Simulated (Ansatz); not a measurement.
## Field gradients of SnS from run to run

Cell of run 1: an entry of the Crystallography Open Database (COD), atoms as given.

Space group Pnma (No. 62); a = 11.3200, b = 4.0500, c = 4.2420 Å.

| site | Wyckoff | site symmetry | x | y | z |
| --- | --- | --- | --- | --- | --- |
| Sn | 4c | .m. | 0.1220 | 0.2500 | 0.0981 |
| S | 4c | .m. | 0.8507 | 0.2500 | 0.4790 |

One atom of each set is listed.

Relaxed positions (PBE, cell held):

Sn (0.1204, 0.2500, 0.1080)
S (0.8517, 0.2500, 0.4769)

All runs are DFT with Ansatz 0.2.0 (plane waves and PAW, scalar-relativistic unless spin–orbit coupling is named, Γ-centred meshes, Fermi–Dirac smearing where given) in this cell.

Run 1: PBE, atoms as given; 420 eV, 4×11×10 k-points, smearing 0.02 eV.
Run 2: PBE, atoms relaxed; 420 eV, 4×11×10 k-points, smearing 0.02 eV.
Run 3: r2SCAN, at the relaxed atoms; 500 eV, 4×11×10 k-points, smearing 0.02 eV.
Run 4: PBE with spin–orbit coupling, at the relaxed atoms; 420 eV, 4×11×10 k-points, smearing 0.02 eV.
Run 5: LDA, at the relaxed atoms; 420 eV, 4×11×10 k-points, smearing 0.02 eV.
Run 6: PBEsol, at the relaxed atoms; 420 eV, 4×11×10 k-points, smearing 0.02 eV.

| run | Sn V_zz (η) | S V_zz (η) |
| --- | --- | --- |
| 1 | -12.84 (0.16) | -2.59 (0.11) |
| 2 | ? | ? |
| 3 | -12.40 (0.27) | -3.05 (0.08) |
| 4 | -11.24 (0.29) | -2.88 (0.08) |
| 5 | -10.70 (0.29) | -2.88 (0.09) |
| 6 | -10.84 (0.30) | -2.82 (0.09) |

V_zz in 10²¹ V/m².

**Question.** Estimate the row of run 2.

**Answer.** Sn: -11.20 (0.30); S: -2.86 (0.08). It lies nearest to run 4, from whose tensors on these sites it differs by 0.05 at most (largest principal value of the difference, on Sn). Taken one at a time, the positions of the atoms (as given or relaxed) move the tensors on these sites by up to 3.17 (largest principal value of the change, on Sn), the functional (between the two that differ most) by 1.74 (Sn), spin–orbit coupling by 0.05 (Sn). On S V_xx and V_yy change places between runs (or their axes turn by over 50°), so η hides a larger change.

With these PAW files V_zz is typically within 2 to 3 % of all-electron values, but misses above 10 % occur on Sn.
